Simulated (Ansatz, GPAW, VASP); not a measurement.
Ru: 4 runs at one level of theory

```
CELL_PARAMETERS angstrom
2.70580 0.00000 0.00000
-1.35290 2.34329 0.00000
0.00000 0.00000 4.28190
ATOMIC_POSITIONS crystal
Ru 0.66667 0.33333 0.75000
Ru 0.33333 0.66667 0.25000
```

Alike in all runs: task single point; functional PBE; k mesh 11 × 11 × 6; occupations gaussian, width 0.011 eV; no spin polarisation; no spin-orbit coupling. Pressure is positive in compression and, in plane waves, holds the error of the finite cutoff, which Ansatz's Pulay term estimates and takes out.

```csv
program and potentials,plane-wave cutoff (eV),notes,pressure (GPa)
"Ansatz, Ansatz PAW",420,16 valence electrons an atom on average; Pulay term of +0.07 GPa included,4.50
"VASP, PBE PAW files Ru_pv, 520 eV",520,14 valence electrons an atom on average,4.43
"Ansatz, all-electron LAPW, scalar-relativistic",-,-,4.44
"GPAW, GPAW PAW data sets (gpaw-data 1.2.1)",600,16 valence electrons an atom on average,3.57
```

The pressure spans 3.57 (GPAW, GPAW PAW data sets (gpaw-data 1.2.1)) to 4.50 GPa (Ansatz, Ansatz PAW), with all-electron results at 4.44.

The functional is the same throughout but for its coding, so the spread measures potentials, basis and numerics; runs on potential files found faulty are left out.
